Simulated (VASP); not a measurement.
Input of a VASP 6.6.1 run:

INCAR

```
SYSTEM = SnO2
PREC = Accurate
ENCUT = 600
EDIFF = 1E-7
ISMEAR = -1
SIGMA = 0.02
LREAL = .False.
LASPH = .True.
NELM = 100
ALGO = Fast
ISIF = 3
LWAVE = .False.
LCHARG = .False.
GGA = PE
IBRION = 2
NSW = 80
EDIFFG = -0.005
```

The input KPOINTS:

```
Automatic mesh
0
Gamma
  6 6 8
  0 0 0
```

File POSCAR:

```
SnO2
1.0
    4.7380000000      0.0000000000      0.0000000000
    0.0000000000      4.7380000000      0.0000000000
    0.0000000000      0.0000000000      3.1865000000
Sn O
2 4
Direct
    0.0000000000      0.0000000000      0.0000000000
    0.5000000000      0.5000000000      0.5000000000
    0.3071000000      0.3071000000      0.0000000000
    0.1929000000      0.8071000000      0.5000000000
    0.6929000000      0.6929000000      0.0000000000
    0.8071000000      0.1929000000      0.5000000000
```

Potentials or basis: VASP PAW PBE potentials, release 64 (Sn_d, O).

The run is started by

```console
$ cat potpaw_PBE.64/Sn_d/POTCAR potpaw_PBE.64/O/POTCAR > POTCAR
$ mpirun -np 1 vasp_std > vasp.out
```

**Question.** Estimate the band gap on the k mesh.

**Answer.** 0.64 eV, direct.

**Question.** What does it give for the relaxed cell?

**Answer.** a = 4.830 Å, b = 4.830 Å, c = 3.242 Å, α = 90.00°, β = 90.00°, γ = 90.00°.

**Question.** Predict the relaxed volume.

**Answer.** 12.61 Å³/atom.

**Question.** What does it give for the space group after relaxing (to 0.05 Å)?

**Answer.** P4_2/mnm (No. 136).

The path:
```
step  energy change (eV)  largest force (eV/Å)  pressure (GPa)  volume (Å³)
   1              0.0000                0.2934           11.61        71.53
   2              0.0635                0.3606          -10.55        80.85
   3             -0.1403                0.0640            0.00        75.51
   4             -0.1403                0.0581            0.21        75.43
   5             -0.1420                0.0038            0.09        75.57
   6             -0.1421                0.0191            0.05        75.63
   7             -0.1422                0.0023           -0.06        75.68
   8             -0.1422                0.0027           -0.07        75.68
   9             -0.1422                0.0021            0.05        75.63
  10             -0.1422                0.0002            0.00        75.65
```

Caveat: spin-orbit coupling is left out, which moves the levels of the heavy elements. Zero-point motion and thermal expansion aren't in these numbers.
